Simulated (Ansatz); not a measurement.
# Iridium, bcc under r²SCAN: structure, energy and stiffness, part 2 of 2

Aim: take iridium in the bcc structure, relax it, solve it on a dense k-mesh, switch on spin-orbit coupling, then scale the cell to 7 volumes from 88 to 112 % of the relaxed one and try a fit of the equation of state. The k-meshes are 14×14×14 for the relaxation; 23×23×23 for the dense run; 14×14×14 for spin-orbit coupling; 16×16×16 for the volumes.

Ansatz 0.2.0; DFT, r2SCAN, plane waves (500 eV) with PAW, scalar-relativistic.

## 5. At 88 % of the relaxed volume

This is Ir in the bcc structure; at room conditions it is fcc.

input.yaml

```yaml
crystal:
  lattice:
    - [-1.4796926786, 1.4796926786, 1.4796926786]
    - [1.4796926786, -1.4796926786, 1.4796926786]
    - [1.4796926786, 1.4796926786, -1.4796926786]
  atoms:
    - { symbol: Ir, position: [0.0, 0.0, 0.0] }
hamiltonian:
  xc: r2scan
  pseudopotentials:
    kind: paw
    azcp:
      Ir: "pseudopotentials/Ir.paw.azcp"
basis:
  ecutwfc: 500
  fft_grid_basis: typed
kpoints:
  mp_grid: { grid: [16, 16, 16], shift: [0, 0, 0] }
magnetization:
  spin_polarized: false
scf:
  occupations: { method: fermi_dirac, width: 0.1 }
  lower_state_search: "off"
output:
  stress: true
```

Launch:

```console
> ansatz run input.yaml --threads 1 --pin off --max-ram 3584MiB --backend cpu --events-out ev --progress --plain --runs-dir out
```

The log of the run, cut to the lines that bear on the results:

```text
[...]
Pseudopotentials: kind: paw
Pseudopotential: Ir, paw, valence charge 17, recommended cutoff 500 eV (meta_gga), <dir>
Functional definition: r2SCAN
[...]
Crystal: 1 atoms, lattice volume = 12.959 Å³
Basis set: ecut = 500 eV, 321 PW (Γ), exchange–correlation on 80×80×80 points (64 copies of the dense FFT grid, shifted against one another)
Bands: 13, of which v1, the nominal top of the filled ones, is band 9 counted from 1 (8 counted from 0)
Symmetry: 48 space group operations
Space group: Im-3m (ITA 229), of the structure as read, at distance tolerance 2.3e-5 Å
k-points: 145 of 4096
[...]
SCF iter   1: F=-11947.778851 eV  HF=-11947.747987 eV  |F-HF|=3.09e-2  |Δ(HF+E_count)|=         —  Δρ=1.45e-2  dr2=1.49e-2  dr2_τ=5.81e-2  ethr=1.77e-3  ⟨swp⟩=5.1  Hψ=11309  notcnv=0
[...]
SCF iter   6: F=-11947.782769 eV  HF=-11947.782769 eV  |F-HF|=3.09e-10  |Δ(HF+E_count)|=   4.29e-8  Δρ=2.62e-6  dr2=6.04e-10  dr2_τ=6.41e-11  ethr=5.88e-10  ⟨swp⟩=4.0  Hψ=5672  notcnv=0
[...]
SCF converged after 6 iterations
Free energy (F): -11947.782769 eV
[...]
E sigma→0 (E₀):  -11947.751519 eV
Entropy (-TS):   -0.062500 eV (-62.500 meV/atom)
Fermi energy:    28.235885 eV
[...]
--- Stress (GPa, compression-positive) ---
       58.564404       0.000000      -0.000000
       -0.000000      58.564404      -0.000000
       -0.000000      -0.000000      58.564404
  P = ⅓ Tr σ = 58.5644 GPa (585.644 kbar)
```

Run time: 5.6 s. Hardware: 1 thread of Intel Xeon Platinum 8259CL at 2.50GHz (Skylake/Cascade Lake), shared host; peak memory 0.5 GiB.

## 6. At 92 % of the relaxed volume

input.yaml: that of step 5 with these lines changed.

```diff
@@ -2,5 +2,5 @@
   lattice:
-    - [-1.4796926786, 1.4796926786, 1.4796926786]
-    - [1.4796926786, -1.4796926786, 1.4796926786]
-    - [1.4796926786, 1.4796926786, -1.4796926786]
+    - [-1.5017809004, 1.5017809004, 1.5017809004]
+    - [1.5017809004, -1.5017809004, 1.5017809004]
+    - [1.5017809004, 1.5017809004, -1.5017809004]
   atoms:
```

Launch:

```console
> ansatz run input.yaml --threads 1 --pin off --max-ram 3584MiB --backend cpu --events-out ev --progress --plain --runs-dir out
```

The log of the run, cut to the lines that bear on the results:

```text
[...]
[... 3 set-up lines as earlier in the session ...]
[...]
Crystal: 1 atoms, lattice volume = 13.548 Å³
Basis set: ecut = 500 eV, 321 PW (Γ), exchange–correlation on 80×80×80 points (64 copies of the dense FFT grid, shifted against one another)
Bands: 13, of which v1, the nominal top of the filled ones, is band 9 counted from 1 (8 counted from 0)
[... 2 set-up lines as earlier in the session ...]
k-points: 145 of 4096
[...]
SCF iter   1: F=-11947.947365 eV  HF=-11947.922160 eV  |F-HF|=2.52e-2  |Δ(HF+E_count)|=         —  Δρ=1.41e-2  dr2=1.54e-2  dr2_τ=4.81e-2  ethr=1.77e-3  ⟨swp⟩=5.1  Hψ=11432  notcnv=0
[...]
SCF iter   6: F=-11947.951679 eV  HF=-11947.951679 eV  |F-HF|=3.49e-9  |Δ(HF+E_count)|=   8.73e-8  Δρ=6.69e-6  dr2=5.51e-9  dr2_τ=2.21e-10  ethr=5.88e-10  ⟨swp⟩=4.0  Hψ=5702  notcnv=0
[...]
SCF converged after 6 iterations
Free energy (F): -11947.951679 eV
[...]
E sigma→0 (E₀):  -11947.918625 eV
Entropy (-TS):   -0.066107 eV (-66.107 meV/atom)
Fermi energy:    26.723468 eV
[...]
--- Stress (GPa, compression-positive) ---
       34.285430       0.000000       0.000000
       -0.000000      34.285430      -0.000000
        0.000000      -0.000000      34.285430
  P = ⅓ Tr σ = 34.2854 GPa (342.854 kbar)
```

It took 5.9 s on 1 thread of Intel Xeon Platinum 8259CL at 2.50GHz (Skylake/Cascade Lake), shared host; peak memory 0.52 GiB.

## 7. At 96 % of the relaxed volume

input.yaml: that of step 6 with these lines changed.

```diff
@@ -2,5 +2,5 @@
   lattice:
-    - [-1.5017809004, 1.5017809004, 1.5017809004]
-    - [1.5017809004, -1.5017809004, 1.5017809004]
-    - [1.5017809004, 1.5017809004, -1.5017809004]
+    - [-1.5232378122, 1.5232378122, 1.5232378122]
+    - [1.5232378122, -1.5232378122, 1.5232378122]
+    - [1.5232378122, 1.5232378122, -1.5232378122]
   atoms:
@@ -25 +25,5 @@
   stress: true
+  write_density: true
+  write_potential: true
+  elf: true
+  volumetric_format: npy
```

Launch:

```console
> ansatz run input.yaml --threads 1 --pin off --max-ram 3584MiB --backend cpu --events-out ev --progress --plain --runs-dir out
```

The log of the run, cut to the lines that bear on the results:

```text
[...]
[... 3 set-up lines as earlier in the session ...]
[...]
Crystal: 1 atoms, lattice volume = 14.137 Å³
Basis set: ecut = 500 eV, 369 PW (Γ), exchange–correlation on 80×80×80 points (64 copies of the dense FFT grid, shifted against one another)
Bands: 13, of which v1, the nominal top of the filled ones, is band 9 counted from 1 (8 counted from 0)
[... 2 set-up lines as earlier in the session ...]
k-points: 145 of 4096
[...]
SCF iter   1: F=-11948.036794 eV  HF=-11948.016046 eV  |F-HF|=2.07e-2  |Δ(HF+E_count)|=         —  Δρ=1.36e-2  dr2=1.53e-2  dr2_τ=4.04e-2  ethr=1.77e-3  ⟨swp⟩=5.0  Hψ=11386  notcnv=0
[...]
SCF iter   6: F=-11948.041197 eV  HF=-11948.041198 eV  |F-HF|=1.85e-8  |Δ(HF+E_count)|=   1.76e-7  Δρ=1.42e-5  dr2=2.74e-8  dr2_τ=8.13e-10  ethr=5.88e-10  ⟨swp⟩=5.7  Hψ=10431  notcnv=0
[...]
SCF converged after 6 iterations
Free energy (F): -11948.041197 eV
[...]
E sigma→0 (E₀):  -11948.006393 eV
Entropy (-TS):   -0.069609 eV (-69.609 meV/atom)
Fermi energy:    25.334140 eV
[...]
--- Stress (GPa, compression-positive) ---
       15.170327       0.000000      -0.000000
        0.000000      15.170327       0.000000
       -0.000000       0.000000      15.170327
  P = ⅓ Tr σ = 15.1703 GPa (151.703 kbar)
--- Band table (eV; the first three rows and the last of 145) ---
  k-point 0: bands = ["-69.1171", "-24.9709", "-24.9709", "-24.9709", "14.1139", "21.4865", "21.4865", "21.4865", "24.7314", "24.7314", "42.3749", "42.3749", "42.3749"]
[...]
```

Run time: 5.1 s. Hardware: 1 thread of Intel Xeon Platinum 8259CL at 2.50GHz (Skylake/Cascade Lake), shared host; peak memory 0.52 GiB.

The maps below are laid out on this run's own conventional cell (a, b, c = 3.046, 3.046, 3.046 Å).

Density in a lattice plane of the grid's cell (edges 3.05 and 3.05 Å, at 0.000 of the third edge), which holds Ir.

Ten even steps from ' ' (0.26 e/Å³) to '@' (8.93 e/Å³):
```
@@@@@@%%**==::..                  ..::==**%%@@@@
@@@@%%##++--....                  ....--++##%%@@
####**++--::..                      ..::--++**##
++====--::..                          ..::--====
::::::....                              ....::::
....                                          ..
                                                
                                                
                                                
                                                
                                                
                                                
                                                
....                                          ..
::::::....                              ....::::
++====--::..                          ..::--====
####**++--::..                      ..::--++**##
@@@@%%##++--....                  ....--++##%%@@
@@@@@@%%**==::..                  ..::==**%%@@@@
@@@@@@@@##==::..                  ..::==##@@@@@@
```
Columns run along the first of these edges and rows up along the second, over one cell in 24 and 20 even steps from the bottom left corner. Atoms in the plane (fractional): Ir at (0.00, 0.00).

ELF in the same plane.

Ten even steps from '0' (0.24) to '9' (0.67):
```
357999741000000014799975
788997521000000012579988
999975310000000001357999
998753100000000000135789
776421000000000000012467
432100000000000000000123
111000000000000000000011
000000000000000000000000
000000000000000000000000
000000000000000000000000
000000000000000000000000
000000000000000000000000
111000000000000000000011
432100000000000000000123
776421000000000000012467
998753100000000000135789
999975310000000001357999
788997521000000012579988
357999741000000014799975
035999742000000024799953
```
Columns run along the first of these edges and rows up along the second, over one cell in 24 and 20 even steps from the bottom left corner. Atoms in the plane (fractional): Ir at (0.00, 0.00).

Both are smooth fields of the valence electrons: close to the nuclei they are not physical.

## 8. At 100 % of the relaxed volume

input.yaml: that of step 7 with these lines changed.

```diff
@@ -2,5 +2,5 @@
   lattice:
-    - [-1.5232378122, 1.5232378122, 1.5232378122]
-    - [1.5232378122, -1.5232378122, 1.5232378122]
-    - [1.5232378122, 1.5232378122, -1.5232378122]
+    - [-1.5441066769, 1.5441066769, 1.5441066769]
+    - [1.5441066769, -1.5441066769, 1.5441066769]
+    - [1.5441066769, 1.5441066769, -1.5441066769]
   atoms:
@@ -25,5 +25 @@
   stress: true
-  write_density: true
-  write_potential: true
-  elf: true
-  volumetric_format: npy
```

Launch:

```console
> ansatz run input.yaml --threads 1 --pin off --max-ram 3584MiB --backend cpu --events-out ev --progress --plain --runs-dir out
```

The log of the run, cut to the lines that bear on the results:

```text
[...]
[... 3 set-up lines as earlier in the session ...]
[...]
Crystal: 1 atoms, lattice volume = 14.726 Å³
Basis set: ecut = 500 eV, 369 PW (Γ), exchange–correlation on 80×80×80 points (64 copies of the dense FFT grid, shifted against one another)
Bands: 13, of which v1, the nominal top of the filled ones, is band 9 counted from 1 (8 counted from 0)
[... 2 set-up lines as earlier in the session ...]
k-points: 145 of 4096
[...]
SCF iter   1: F=-11948.063678 eV  HF=-11948.046438 eV  |F-HF|=1.72e-2  |Δ(HF+E_count)|=         —  Δρ=1.31e-2  dr2=1.52e-2  dr2_τ=3.45e-2  ethr=1.77e-3  ⟨swp⟩=5.0  Hψ=11522  notcnv=0
[...]
SCF iter   7: F=-11948.068210 eV  HF=-11948.068210 eV  |F-HF|=2.00e-9  |Δ(HF+E_count)|=   2.92e-8  Δρ=4.60e-6  dr2=3.00e-9  dr2_τ=1.21e-10  ethr=5.88e-10  ⟨swp⟩=4.0  Hψ=5604  notcnv=0
[...]
SCF converged after 7 iterations
Free energy (F): -11948.068210 eV
[...]
E sigma→0 (E₀):  -11948.031714 eV
Entropy (-TS):   -0.072992 eV (-72.992 meV/atom)
Fermi energy:    24.054134 eV
[...]
--- Stress (GPa, compression-positive) ---
        0.130344       0.000000      -0.000000
       -0.000000       0.130344      -0.000000
        0.000000      -0.000000       0.130344
  P = ⅓ Tr σ = 0.1303 GPa (1.303 kbar)
```

Wall time 5.3 s (1 thread of Intel Xeon Platinum 8259CL at 2.50GHz (Skylake/Cascade Lake), shared host); peak memory 0.52 GiB.

## 9. At 104 % of the relaxed volume

input.yaml: that of step 8 with these lines changed.

```diff
@@ -2,5 +2,5 @@
   lattice:
-    - [-1.5441066769, 1.5441066769, 1.5441066769]
-    - [1.5441066769, -1.5441066769, 1.5441066769]
-    - [1.5441066769, 1.5441066769, -1.5441066769]
+    - [-1.5644262002, 1.5644262002, 1.5644262002]
+    - [1.5644262002, -1.5644262002, 1.5644262002]
+    - [1.5644262002, 1.5644262002, -1.5644262002]
   atoms:
```

Launch:

```console
> ansatz run input.yaml --threads 1 --pin off --max-ram 3584MiB --backend cpu --events-out ev --progress --plain --runs-dir out
```

The log of the run, cut to the lines that bear on the results:

```text
[...]
[... 3 set-up lines as earlier in the session ...]
[...]
Crystal: 1 atoms, lattice volume = 15.315 Å³
Basis set: ecut = 500 eV, 381 PW (Γ), exchange–correlation on 80×80×80 points (64 copies of the dense FFT grid, shifted against one another)
Bands: 13, of which v1, the nominal top of the filled ones, is band 9 counted from 1 (8 counted from 0)
[... 2 set-up lines as earlier in the session ...]
k-points: 145 of 4096
[...]
SCF iter   1: F=-11948.041418 eV  HF=-11948.027028 eV  |F-HF|=1.44e-2  |Δ(HF+E_count)|=         —  Δρ=1.27e-2  dr2=1.51e-2  dr2_τ=2.99e-2  ethr=1.77e-3  ⟨swp⟩=5.0  Hψ=11446  notcnv=0
[...]
SCF iter   7: F=-11948.046108 eV  HF=-11948.046108 eV  |F-HF|=4.77e-9  |Δ(HF+E_count)|=   5.25e-8  Δρ=6.91e-6  dr2=7.24e-9  dr2_τ=2.69e-10  ethr=5.88e-10  ⟨swp⟩=4.0  Hψ=5662  notcnv=0
[...]
SCF converged after 7 iterations
Free energy (F): -11948.046108 eV
[...]
E sigma→0 (E₀):  -11948.007978 eV
Entropy (-TS):   -0.076260 eV (-76.260 meV/atom)
Fermi energy:    22.871056 eV
[...]
--- Stress (GPa, compression-positive) ---
      -11.675908      -0.000000       0.000000
       -0.000000     -11.675908       0.000000
        0.000000      -0.000000     -11.675908
  P = ⅓ Tr σ = -11.6759 GPa (-116.759 kbar)
```

Run time: 7.1 s. Hardware: 1 thread of Intel Xeon Platinum 8259CL at 2.50GHz (Skylake/Cascade Lake), shared host; peak memory 0.52 GiB.

## 10. At 108 % of the relaxed volume

input.yaml: that of step 9 with these lines changed.

```diff
@@ -2,5 +2,5 @@
   lattice:
-    - [-1.5644262002, 1.5644262002, 1.5644262002]
-    - [1.5644262002, -1.5644262002, 1.5644262002]
-    - [1.5644262002, 1.5644262002, -1.5644262002]
+    - [-1.584231166, 1.584231166, 1.584231166]
+    - [1.584231166, -1.584231166, 1.584231166]
+    - [1.584231166, 1.584231166, -1.584231166]
   atoms:
@@ -25 +25,5 @@
   stress: true
+  write_density: true
+  write_potential: true
+  elf: true
+  volumetric_format: npy
```

Launch:

```console
> ansatz run input.yaml --threads 1 --pin off --max-ram 3584MiB --backend cpu --events-out ev --progress --plain --runs-dir out
```

The log of the run, cut to the lines that bear on the results:

```text
[...]
[... 3 set-up lines as earlier in the session ...]
[...]
Crystal: 1 atoms, lattice volume = 15.904 Å³
Basis set: ecut = 500 eV, 381 PW (Γ), exchange–correlation on 96×96×96 points (64 copies of the dense FFT grid, shifted against one another)
Bands: 13, of which v1, the nominal top of the filled ones, is band 9 counted from 1 (8 counted from 0)
[... 2 set-up lines as earlier in the session ...]
k-points: 145 of 4096
[...]
SCF iter   1: F=-11947.980624 eV  HF=-11947.968713 eV  |F-HF|=1.19e-2  |Δ(HF+E_count)|=         —  Δρ=1.25e-2  dr2=1.53e-2  dr2_τ=2.65e-2  ethr=1.77e-3  ⟨swp⟩=5.0  Hψ=11523  notcnv=0
[...]
SCF iter   7: F=-11947.985503 eV  HF=-11947.985503 eV  |F-HF|=6.20e-9  |Δ(HF+E_count)|=   6.12e-8  Δρ=7.62e-6  dr2=9.45e-9  dr2_τ=3.53e-10  ethr=5.88e-10  ⟨swp⟩=7.0  Hψ=9541  notcnv=0
[...]
SCF converged after 7 iterations
Free energy (F): -11947.985503 eV
[...]
E sigma→0 (E₀):  -11947.945778 eV
Entropy (-TS):   -0.079450 eV (-79.450 meV/atom)
Fermi energy:    21.774703 eV
[...]
--- Stress (GPa, compression-positive) ---
      -20.907093      -0.000000      -0.000000
        0.000000     -20.907093       0.000000
       -0.000000       0.000000     -20.907093
  P = ⅓ Tr σ = -20.9071 GPa (-209.071 kbar)
--- Band table (eV; the first three rows and the last of 145) ---
  k-point 0: bands = ["-72.3859", "-28.3471", "-28.3471", "-28.3471", "11.7510", "18.5557", "18.5557", "18.5557", "21.3048", "21.3048", "38.8809", "38.8809", "38.8809"]
[...]
```

Run time: 10 s. Hardware: 1 thread of Intel Xeon Platinum 8259CL at 2.50GHz (Skylake/Cascade Lake), shared host; peak memory 0.55 GiB.

## 11. At 112 % of the relaxed volume

input.yaml: that of step 10 with these lines changed.

```diff
@@ -2,5 +2,5 @@
   lattice:
-    - [-1.584231166, 1.584231166, 1.584231166]
-    - [1.584231166, -1.584231166, 1.584231166]
-    - [1.584231166, 1.584231166, -1.584231166]
+    - [-1.6035529625, 1.6035529625, 1.6035529625]
+    - [1.6035529625, -1.6035529625, 1.6035529625]
+    - [1.6035529625, 1.6035529625, -1.6035529625]
   atoms:
@@ -25,5 +25 @@
   stress: true
-  write_density: true
-  write_potential: true
-  elf: true
-  volumetric_format: npy
```

Launch:

```console
> ansatz run input.yaml --threads 1 --pin off --max-ram 3584MiB --backend cpu --events-out ev --progress --plain --runs-dir out
```

The log of the run, cut to the lines that bear on the results:

```text
[...]
[... 3 set-up lines as earlier in the session ...]
[...]
Crystal: 1 atoms, lattice volume = 16.493 Å³
Basis set: ecut = 500 eV, 429 PW (Γ), exchange–correlation on 96×96×96 points (64 copies of the dense FFT grid, shifted against one another)
Bands: 13, of which v1, the nominal top of the filled ones, is band 9 counted from 1 (8 counted from 0)
[... 2 set-up lines as earlier in the session ...]
k-points: 145 of 4096
[...]
SCF iter   1: F=-11947.889647 eV  HF=-11947.879942 eV  |F-HF|=9.70e-3  |Δ(HF+E_count)|=         —  Δρ=1.23e-2  dr2=1.57e-2  dr2_τ=2.38e-2  ethr=1.77e-3  ⟨swp⟩=5.0  Hψ=11471  notcnv=0
[...]
SCF iter   7: F=-11947.894892 eV  HF=-11947.894892 eV  |F-HF|=4.62e-9  |Δ(HF+E_count)|=   4.71e-8  Δρ=6.43e-6  dr2=7.11e-9  dr2_τ=3.04e-10  ethr=5.88e-10  ⟨swp⟩=4.0  Hψ=5659  notcnv=0
[...]
SCF converged after 7 iterations
Free energy (F): -11947.894892 eV
[...]
E sigma→0 (E₀):  -11947.853594 eV
Entropy (-TS):   -0.082597 eV (-82.597 meV/atom)
Fermi energy:    20.756290 eV
[...]
--- Stress (GPa, compression-positive) ---
      -28.076784       0.000000       0.000000
        0.000000     -28.076784       0.000000
        0.000000      -0.000000     -28.076784
  P = ⅓ Tr σ = -28.0768 GPa (-280.768 kbar)
```

Wall time 7.2 s (1 thread of Intel Xeon Platinum 8259CL at 2.50GHz (Skylake/Cascade Lake), shared host); peak memory 0.55 GiB.

## 12. Fitting the volumes

All volumes keep the relaxed shape and fractional coordinates.

| V (Å³/atom) | E − E₀ (meV/atom) | P from the stress (GPa) | P from the fit (GPa) |
| --- | --- | --- | --- |
| 12.959 | 280.2 | 58.56 | 58.17 |
| 13.548 | 113.0 | 34.29 | 33.78 |
| 14.137 | 25.3 | 15.17 | 14.68 |
| 14.726 | 0.0 | 0.13 | -0.31 |
| 15.315 | 23.7 | -11.68 | -12.09 |
| 15.904 | 85.9 | -20.91 | -21.34 |
| 16.493 | 178.1 | -28.08 | -28.57 |

A third-order Birch-Murnaghan fit gives V₀ = 14.712 Å³/atom, B₀ = 333 GPa and B₀′ = 5.0; it misses no point by more than 0.07 meV/atom.

Fit and stress differ a little: one follows E(σ → 0), the other the smeared free energy.

## 13. Summary of results

This closing draws on all 2 parts.

```
                      quantity                         value
space group (spins left aside)               Im-3m (No. 229)
             conventional cell                   a = 3.088 Å
                        volume                14.726 Å³/atom
             shortest distance                       2.674 Å
               gap on the mesh  none (levels filled in part)
               relative to fcc                 +693 meV/atom
                   V₀, B₀, B₀′  14.712 Å³/atom, 333 GPa, 5.0
```

What this shows: From the guessed start the volume grew by 4.1 % in 5 steps. Against the reference form of iridium (fcc, computed apart with the same settings) it stands 693 meV/atom higher, so it is far from stable. Levels at the Fermi energy are filled in part, as in a metal. Totals with and without spin-orbit coupling (+24.8 eV/atom apart) can't be read as binding, since the two-component data shift the zero of energy. The fitted modulus is 333 GPa, among the stiffest elements. The symmetry was held, so the structure may be unstable against distortions that break it.
